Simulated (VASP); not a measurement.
CsPbCl3:

```
Pb Cs Cl
1.0
     5.60500    0.00000    0.00000
     0.00000    5.60500    0.00000
     0.00000    0.00000    5.60500
Pb Cs Cl
1 1 3
Direct
  0.50000 0.50000 0.50000
  0.00000 0.00000 0.00000
  0.50000 0.00000 0.50000
  0.00000 0.50000 0.50000
  0.50000 0.50000 0.00000
```

* Program: VASP 6.6.1
* Task: relaxation of cell and atoms
* Functional: PBE
* Dispersion: D3(BJ)
* Potentials or basis: VASP PAW PBE potentials, release 64 (Pb_d, Cs_sv, Cl)
* Cutoff: 600 eV
* k mesh: 4 × 4 × 4
* Occupations: gaussian, width 0.02 eV
* Spin: no spin polarisation

At the start: pressure 1.0 GPa; volume 35.22 Å³/atom.

Question: How do energy, volume and symmetry change on relaxing?

Answer: Over 3 steps the energy falls by 3.8 meV/atom and the volume is 36.52 Å³/atom (+3.7 %); space group Pm-3m (No. 221, to 0.05 Å).

The path:
```csv
step,energy change (eV),largest force (eV/Å),pressure (GPa),volume (Å³)
1,0.0000,0.0000,0.96,176.09
2,-0.0184,0.0000,0.14,181.53
3,-0.0189,0.0000,0.00,182.61
```

Final structure:
```cif
data_structure
_symmetry_space_group_name_H-M 'P 1'
_symmetry_Int_Tables_number 1
_cell_length_a 5.6733
_cell_length_b 5.6733
_cell_length_c 5.6733
_cell_angle_alpha 90.000
_cell_angle_beta 90.000
_cell_angle_gamma 90.000
_cell_volume 182.61
loop_
_atom_site_label
_atom_site_type_symbol
_atom_site_fract_x
_atom_site_fract_y
_atom_site_fract_z
_atom_site_occupancy
Pb1 Pb 0.50000 0.50000 0.50000 1
Cs1 Cs 0.00000 0.00000 0.00000 1
Cl1 Cl 0.50000 0.00000 0.50000 1
Cl2 Cl 0.00000 0.50000 0.50000 1
Cl3 Cl 0.50000 0.50000 0.00000 1
```
